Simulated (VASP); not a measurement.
# Se (P3_121) in VASP: density of states with PBEsol

Aim: the density of states of Se with PBEsol.

Everything below comes from runs of VASP 6.6.1. Logs are shortened: lines on timing, memory, paths and dates and some standing lists are left out, and cuts for length are marked.

## 1. The crystal as given

It takes space group P3_121 (No. 152, trigonal). Conventional cell: a = 4.381 Å, b = 4.381 Å, c = 4.973 Å, α = 90.00°, β = 90.00°, γ = 120.00°. Se (site symmetry 2) is surrounded by 2 Se at 2.38 Å.

## 2. Density of states, PBEsol

POSCAR reads:

```
Se
1.0
    4.3814932500      0.0000000000      0.0000000000
   -2.1907466200      3.7944855000      0.0000000000
    0.0000000000      0.0000000000      4.9733158300
Se
3
Direct
    0.2254000000      0.0000000000      0.3333300000
    0.0000000000      0.2254000000      0.6666600000
    0.7746000000      0.7746000000      0.0000000000
```

INCAR.step1 reads:

```
  PREC = Accurate
  ENCUT = 520
  EDIFF = 1E-7
  ISMEAR = -1
  SIGMA = 0.1
  LREAL = F
  LASPH = T
  NELM = 100
  ALGO = Fast
  ISIF = 2
  LWAVE = F
  LCHARG = T
  GGA = PS
  NBANDS = 16
```

KPOINTS.step1 reads:

```
regular mesh
0
Gamma
  7 7 5
```

INCAR.step2 reads:

```
  PREC = Accurate
  ENCUT = 520
  EDIFF = 1E-7
  ISMEAR = -5
  SIGMA = 0.1
  LREAL = F
  LASPH = T
  NELM = 100
  ALGO = Fast
  ISIF = 2
  LWAVE = F
  LCHARG = F
  GGA = PS
  LORBIT = 11
  NEDOS = 2001
  ICHARG = 11
```

KPOINTS.step2 reads:

```
regular mesh
0
Gamma
  11 11 8
```

Potentials or basis: VASP PAW PBE potentials, release 64 (Se).

Command:

```bash
$ cat potpaw_PBE.64/Se/POTCAR > POTCAR
$ cp INCAR.step1 INCAR
$ cp KPOINTS.step1 KPOINTS
$ mpirun -np 1 vasp_std > vasp.out
$ cp INCAR.step2 INCAR
$ cp KPOINTS.step2 KPOINTS
$ mpirun -np 1 vasp_std > vasp.out
```

OUTCAR:

```text
PREC = Accurate
   ENCUT = 520
   EDIFF = 1E-7
   ISMEAR = -5
   LREAL = F
   LASPH = T
   NELM = 100
   ISIF = 2
   GGA = PS
   LORBIT = 11
   ICHARG = 11

 ion  position               nearest neighbor table
   1  0.225  0.000  0.333-   2 2.38   3 2.38
   2  0.000  0.225  0.667-   1 2.38   3 2.38
   3  0.775  0.775  0.000-   1 2.38   2 2.38

  LATTYP: Found a hexagonal cell.
 ALAT       =     4.3814932500
 C/A-ratio  =     1.1350732607

  Lattice vectors:

 A1 = (   4.3814932500,   0.0000000000,   0.0000000000)
 A2 = (  -2.1907466200,   3.7944855000,   0.0000000000)
 A3 = (   0.0000000000,   0.0000000000,   4.9733158300)

Analysis of symmetry for initial positions (statically):
=====================================================================
 Subroutine PRICEL returns:
 Original cell was already a primitive cell.

 Routine SETGRP: Setting up the symmetry group for a
 hexagonal supercell.

 Subroutine GETGRP returns: Found  2 space group operations
 (whereof  1 operations were pure point group operations)
 out of a pool of 24 trial point group operations.

The static configuration has the point symmetry C_1 .
 The point group associated with its full space group is C_2 .

Analysis of symmetry for dynamics (positions and initial velocities):
=====================================================================
 Subroutine PRICEL returns:
 Original cell was already a primitive cell.

 Routine SETGRP: Setting up the symmetry group for a
 hexagonal supercell.

 Subroutine GETGRP returns: Found  2 space group operations
 (whereof  1 operations were pure point group operations)
 out of a pool of 24 trial point group operations.

The dynamic configuration has the point symmetry C_1 .
 The point group associated with its full space group is C_2 .

 Subroutine INISYM returns: Found  2 space group operations
 (whereof  1 operations are pure point group operations),
 and found     1 'primitive' translations

----------------------------------------------------------------------------------------

                                     Primitive cell

  volume of cell :      82.6839

  direct lattice vectors                    reciprocal lattice vectors
     4.381493250  0.000000000  0.000000000     0.228232692  0.131770170  0.000000000
    -2.190746620  3.794485500  0.000000000     0.000000000  0.263540340  0.000000000
     0.000000000  0.000000000  4.973315830     0.000000000  0.000000000  0.201073094

  length of vectors
     4.381493250  4.381494147  4.973315830     0.263540394  0.263540340  0.201073094

  position of ions in fractional coordinates (direct lattice)
     0.225400000  0.000000000  0.333330000
     0.000000000  0.225400000  0.666660000
     0.774600000  0.774600000  0.000000000

  ion indices of the primitive-cell ions
   primitive index   ion index
                 1           1
                 2           2
                 3           3

----------------------------------------------------------------------------------------

 KPOINTS: regular mesh

Automatic generation of k-mesh.
 Grid dimensions read from file:
 generate k-points for:   11   11    8

 Generating k-lattice:

  Cartesian coordinates                     Fractional coordinates (reciprocal lattice)
     0.020748427  0.011979106  0.000000000     0.090909091  0.000000000  0.000000000
     0.000000000  0.023958213  0.000000000     0.000000000  0.090909091  0.000000000
     0.000000000  0.000000000  0.025134137     0.000000000  0.000000000  0.125000000

  Length of vectors
     0.023958218  0.023958213  0.025134137

  Shift w.r.t. Gamma in fractional coordinates (k-lattice)
     0.000000000  0.000000000  0.000000000

 TETIRR: Found   2900 inequivalent tetrahedra from     5808

 Subroutine IBZKPT returns following result:
 ===========================================

 Found    270 irreducible k-points:

 Following reciprocal coordinates:
            Coordinates               Weight
  0.000000  0.000000  0.000000      1.000000
  0.090909  0.000000  0.000000      4.000000
  0.000000  0.090909  0.000000      2.000000
  0.181818  0.000000  0.000000      4.000000
  0.000000  0.181818  0.000000      2.000000
  0.272727  0.000000  0.000000      4.000000
[... 16 lines left out ...]
  0.454545  0.090909  0.000000      4.000000
 -0.090909 -0.454545  0.000000      2.000000
 [... further k-points ...]
   k-points           NKPTS =    270   k-points in BZ     NKDIM =    270   number of bands    NBANDS=     13
   number of dos      NEDOS =   2001   number of ions     NIONS =      3
   total plane-waves  NPLWV =  51840
   dimension x,y,z NGX =    36 NGY =   36 NGZ =   40
   dimension x,y,z NGXF=    72 NGYF=   72 NGZF=   80
   ions per type =               3
   NGX,Y,Z   is equivalent  to a cutoff of  13.66, 13.66, 13.37 a.u.
   NGXF,Y,Z  is equivalent  to a cutoff of  27.32, 27.32, 26.74 a.u.
 SYSTEM =  unknown system
   PREC   = accura    normal or accurate (medium, high low for compatibility)
   ISTART =      0    job   : 0-new  1-cont  2-samecut
   ICHARG =     11    charge: 1-file 2-atom 10-const
   ISPIN  =      1    spin polarized calculation?
   LNONCOLLINEAR =      F non collinear calculations
   LSORBIT =      F    spin-orbit coupling
   LASPH  =      T    aspherical Exc in radial PAW
   ENCUT  =  520.0 eV  38.22 Ry    6.18 a.u.   8.15  8.15  9.25*2*pi/ulx,y,z
   NELM   =    100;   NELMIN=  2; NELMDL=  0     # of ELM steps
   EDIFF  = 0.1E-06   stopping-criterion for ELM
   LREAL  =      F    real-space projection
   EDIFFG = 0.1E-05   stopping-criterion for IOM
   NSW    =      0    number of steps for IOM
   IBRION =     -1    ionic relax: 0-MD 1-quasi-New 2-CG
   NFREE  =      0    steps in history (QN), initial steepest desc. (CG)
   ISIF   =      2    stress and relaxation
   ISYM   =      2    0-nonsym 1-usesym 2-fastsym
   POTIM  = 0.5000    time-step for ionic-motion
   TEBEG  =    0.0;   TEEND  =   0.0 temperature during run
   PSTRESS=    0.0 pullay stress
   NELECT =      18.0000    total number of electrons
   NUPDOWN=      -1.0000    fix difference up-down
   EMIN   =  10.00;   EMAX   =-10.00  energy-range for DOS
   EFERMI =   0.00;   METHOD = LEGACY
   ISMEAR =    -5;   SIGMA  =   0.10  broadening in eV -4-tet -1-fermi 0-gaus
   EFERMI_NEDOS =   21; number of points for ismear=-14 and -15
   IALGO  =     68    algorithm
   IMIX   =      4    mixing-type and parameters
     AMIX     =   0.40;   BMIX     =  1.00
     AMIX_MAG =   1.60;   BMIX_MAG =  1.00
  volume/ion in A,a.u.               =      27.56       185.99
  Fermi-wavevector in a.u.,A,eV,Ry     =   0.984824  1.861048 13.195996  0.969878
  Thomas-Fermi vector in A             =   2.116086
   LORBIT       =     11    0 simple, 1 ext, 2 COOP (PROOUT), +10 PAW based schemes
   GGA     = PS    functional components
   LHFCALC =     F    Hartree Fock is set to
   AEXX    =    0.0000 exact exchange contribution
   IVDW    =     0    specifies the selected vdW correction
   LEPSILON=     F    determine dielectric tensor
   LRPA    =     F    only Hartree local field effects (RPA)
 non-spin polarized calculation
 RMM-DIIS sequential band-by-band and
 Fermi weights with tetrahedron method with Bloechl corrections
  energy-cutoff  :      520.00
  volume of cell :       82.68
 maximum number of plane-waves:      2245
 NGX is ok and might be reduce to    36

 number of electron      18.0000000 magnetization

 Free energy of the ion-electron system (eV)
  ---------------------------------------------------
  ext. energy  EPLUGINS =         0.00000000
  ---------------------------------------------------
  free energy    TOTEN  =       -11.48539817 eV

  energy without entropy =      -11.48539817  energy(sigma->0) =      -11.48539817

 E-fermi :   2.4644     XC(G=0):  -8.9897

 val. band max:        2.4619774816   @ k =  -0.0909  -0.4545   0.5000
 cond. band min:       3.4971410925   @ k =  -0.2727  -0.3636   0.5000
 fundamental gap:      1.0351636109
 Fermi energy:         2.4643734714

 k-point     1 :       0.0000    0.0000    0.0000
  band No.  band energies     occupation
      1     -13.3241      2.00000
      2      -9.2542      2.00000
      3      -9.2541      2.00000
      4      -1.3603      2.00000
      5      -1.3603      2.00000
      6      -1.2752      2.00000
      7       0.4363      2.00000
      8       0.4363      2.00000
      9       2.0648      2.00000
     10       4.2831      0.00000
     11       4.2832      0.00000
     12       4.5807      0.00000
     13       8.3998      0.00000

 k-point     2 :       0.0909    0.0000    0.0000
  band No.  band energies     occupation
      1     -13.2919      2.00000
      2      -9.2829      2.00000
      3      -9.2511      2.00000
      4      -1.6920      2.00000
      5      -1.4787      2.00000
      6      -1.1234      2.00000
      7       0.4499      2.00000
      8       0.6160      2.00000
      9       2.0084      2.00000
     10       4.2126      0.00000
     11       4.2725      0.00000
     12       4.6662      0.00000
     13       8.3824      0.00000

 k-point     3 :       0.0000    0.0909    0.0000
  band No.  band energies     occupation
      1     -13.2919      2.00000
      2      -9.2830      2.00000
      3      -9.2511      2.00000
      4      -1.6919      2.00000
      5      -1.4787      2.00000
      6      -1.1235      2.00000
      7       0.4500      2.00000
      8       0.6160      2.00000
      9       2.0084      2.00000
     10       4.2125      0.00000
     11       4.2726      0.00000
     12       4.6662      0.00000
     13       8.3828      0.00000

 k-point     4 :       0.1818    0.0000    0.0000
  band No.  band energies     occupation
      1     -13.2017      2.00000
      2      -9.3678      2.00000
      3      -9.2430      2.00000
      4      -2.1074      2.00000
      5      -1.7114      2.00000
      6      -1.0938      2.00000
      7       0.4712      2.00000
      8       0.8379      2.00000
      9       1.8255      2.00000
     10       4.2011      0.00000
     11       4.3005      0.00000
     12       4.9007      0.00000
     13       8.4262      0.00000

 k-point     5 :       0.0000    0.1818    0.0000
  band No.  band energies     occupation
      1     -13.2017      2.00000
      2      -9.3679      2.00000
      3      -9.2429      2.00000
      4      -2.1073      2.00000
      5      -1.7114      2.00000
      6      -1.0938      2.00000
      7       0.4712      2.00000
      8       0.8379      2.00000
      9       1.8255      2.00000
     10       4.2011      0.00000
     11       4.3006      0.00000
     12       4.9007      0.00000
     13       8.4196      0.00000
[... 257 lines left out ...]
 k-point    22 :      -0.4545    0.3636    0.0000
  band No.  band energies     occupation
      1     -12.8812      2.00000
      2      -9.6778      2.00000
      3      -9.2480      2.00000
      4      -2.6161      2.00000
      5      -2.2379      2.00000
      6      -0.9783      2.00000
      7      -0.1927      2.00000
      8       0.6026      2.00000
      9       1.3646      2.00000
     10       4.4483      0.00000
     11       4.8680      0.00000
     12       6.1756      0.00000
     13       7.8460      0.00000

 k-point    23 :       0.4545    0.0909    0.0000
  band No.  band energies     occupation
      1     -12.8378      2.00000
      2      -9.7242      2.00000
      3      -9.2478      2.00000
      4      -2.6413      2.00000
      5      -2.2759      2.00000
      6      -0.8902      2.00000
      7      -0.4302      2.00000
      8       0.5794      2.00000
      9       1.3336      2.00000
     10       4.4503      0.00000
     11       4.9259      0.00000
     12       6.4359      0.00000
     13       7.7631      0.00000

 k-point    24 :      -0.0909   -0.4545    0.0000
  band No.  band energies     occupation
      1     -12.8378      2.00000
      2      -9.7243      2.00000
      3      -9.2477      2.00000
      4      -2.6413      2.00000
      5      -2.2759      2.00000
      6      -0.8902      2.00000
      7      -0.4303      2.00000
      8       0.5794      2.00000
      9       1.3336      2.00000
     10       4.4503      0.00000
     11       4.9259      0.00000
     12       6.4358      0.00000
     13       7.7631      0.00000

 [... further k-points ...]

------------------------ aborting loop because EDIFF is reached ----------------------------------------

  FORCE on cell =-STRESS in cart. coord.  units (eV):
  Direction    XX          YY          ZZ          XY          YZ          ZX
  --------------------------------------------------------------------------------------
  -------------------------------------------------------------------------------------
  Total       -0.3390452     -0.3393068      0.2580132     -0.0000000      0.0003148      0.0000000
  in kB       -6.5697241     -6.5747923      4.9995553     -0.0000000      0.0060990      0.0000000
  external PRESSURE =      -2.7149870 kB  Pullay stress =       0.0000000 kB

 VOLUME and BASIS-vectors are now :
 -----------------------------------------------------------------------------
  energy-cutoff  :      520.00
  volume of cell :       82.68
      direct lattice vectors                 reciprocal lattice vectors
     4.381493250  0.000000000  0.000000000     0.228232692  0.131770170  0.000000000
    -2.190746620  3.794485500  0.000000000     0.000000000  0.263540340  0.000000000
     0.000000000  0.000000000  4.973315830     0.000000000  0.000000000  0.201073094

 POSITION                                       TOTAL-FORCE (eV/Angst)
 -----------------------------------------------------------------------------------
      0.98759      0.00000      1.65776         0.219203      0.000000      0.000000
     -0.49379      0.85528      3.31551        -0.109601      0.189716      0.000232
      1.69695      2.93921      0.00000        -0.109601     -0.189716     -0.000232
 -----------------------------------------------------------------------------------
    total drift:                                0.000018      0.000001     -0.000000

  FREE ENERGIE OF THE ION-ELECTRON SYSTEM (eV)
  ---------------------------------------------------
  free  energy   TOTEN  =       -11.4853981737 eV

  energy  without entropy=      -11.4853981737  energy(sigma->0) =      -11.48539817

 total charge

# of ion       s       p       d       tot
------------------------------------------
    1        1.514   2.165   0.057   3.736
    2        1.514   2.165   0.057   3.736
    3        1.514   2.165   0.057   3.736
--------------------------------------------------
tot          4.542   6.496   0.170  11.207
```

Wall time 2.5 min (1 thread of AMD EPYC 9R45 (Zen 5), shared host); peak memory 0.35 GiB.

Results:

```yaml
Valence_electrons_inside_the_program's_atomic_spheres: Se 3.74
```

States per cell in windows of 1 eV (zero at the valence-band top; states under -8 eV left out):
| from (eV) | total | Se2_p | Se3_p | Se1_p | Se1_d | Se2_d | Se3_d |
| --- | --- | --- | --- | --- | --- | --- | --- |
| -8.0 | 0.00 | 0.00 | 0.00 | 0.00 | 0.00 | 0.00 | 0.00 |
| -7.0 | 0.00 | 0.00 | 0.00 | 0.00 | 0.00 | 0.00 | 0.00 |
| -6.0 | 1.66 | 0.28 | 0.28 | 0.28 | 0.01 | 0.01 | 0.01 |
| -5.0 | 2.53 | 0.44 | 0.44 | 0.44 | 0.01 | 0.01 | 0.01 |
| -4.0 | 1.79 | 0.31 | 0.31 | 0.31 | 0.00 | 0.00 | 0.00 |
| -3.0 | 1.33 | 0.21 | 0.21 | 0.22 | 0.01 | 0.01 | 0.01 |
| -2.0 | 2.99 | 0.52 | 0.52 | 0.52 | 0.01 | 0.01 | 0.01 |
| -1.0 | 1.73 | 0.33 | 0.33 | 0.33 | 0.01 | 0.01 | 0.01 |
| 0.0 | 0.00 | 0.00 | 0.00 | 0.00 | 0.00 | 0.00 | 0.00 |
| 1.0 | 2.25 | 0.37 | 0.37 | 0.37 | 0.03 | 0.03 | 0.03 |
| 2.0 | 2.78 | 0.50 | 0.50 | 0.50 | 0.04 | 0.04 | 0.04 |
| 3.0 | 0.95 | 0.20 | 0.20 | 0.20 | 0.01 | 0.01 | 0.01 |
| 4.0 | 0.00 | 0.00 | 0.00 | 0.00 | 0.00 | 0.00 | 0.00 |
| 5.0 | 0.91 | 0.03 | 0.03 | 0.03 | 0.04 | 0.04 | 0.04 |
| 6.0 | 1.02 | 0.04 | 0.04 | 0.04 | 0.05 | 0.05 | 0.05 |

Caveat: the PAW data sets were made with another functional, which shifts forces and pressure a little.
